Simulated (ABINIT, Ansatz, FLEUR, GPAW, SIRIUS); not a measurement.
**One calculation of Bi, 5 ways**

```xyz
2
Lattice="2.2675 1.3091 3.9380 -2.2675 1.3091 3.9380 0.0000 -2.6183 3.9380" Properties=species:S:1:pos:R:3 pbc="T T T"
Bi   -0.0313    0.0662    9.1076
Bi   -0.0144    0.0082    2.7686
```

Atoms were shifted at random by some hundredths of an Å from the given cell, which wasn't relaxed again for these runs.

Alike in all runs: task single point; functional PBEsol; k mesh 7 × 7 × 7; occupations fermi-dirac, width 0.05 eV; no spin polarisation; no spin-orbit coupling. Pressure is positive in compression and, in plane waves, holds the error of the finite cutoff.

| program and potentials | plane-wave cutoff (eV) | notes | pressure (GPa) | largest force (eV/Å) | energy over the undisturbed cell (meV/atom) |
| --- | --- | --- | --- | --- | --- |
| ABINIT, PseudoDojo NC SR PBEsol v0.4.1 standard | 898 | - | 0.33 | 0.455 | - |
| Ansatz, all-electron LAPW, scalar-relativistic | - | - | 0.31 | 0.437 | - |
| GPAW, PAW data sets generated for this functional | 600 | - | 0.20 | 0.432 | 9.29 |
| FLEUR, all-electron, FLAPW | - | - | - | ? | ? |
| SIRIUS, PseudoDojo 0.4.1 PBEsol standard (scalar relativistic) | 915 | - | 0.34 | 0.456 | 10.00 |

Question: Estimate from the other rows what the run with FLEUR, all-electron, FLAPW gave.

Answer: Largest force 0.443 eV/Å; energy over the undisturbed cell 9.81 meV/atom. The other rows, which needn't bracket it: pressure 0.20 to 0.34; largest force 0.432 to 0.456; energy over the undisturbed cell 9.29 to 10.00.
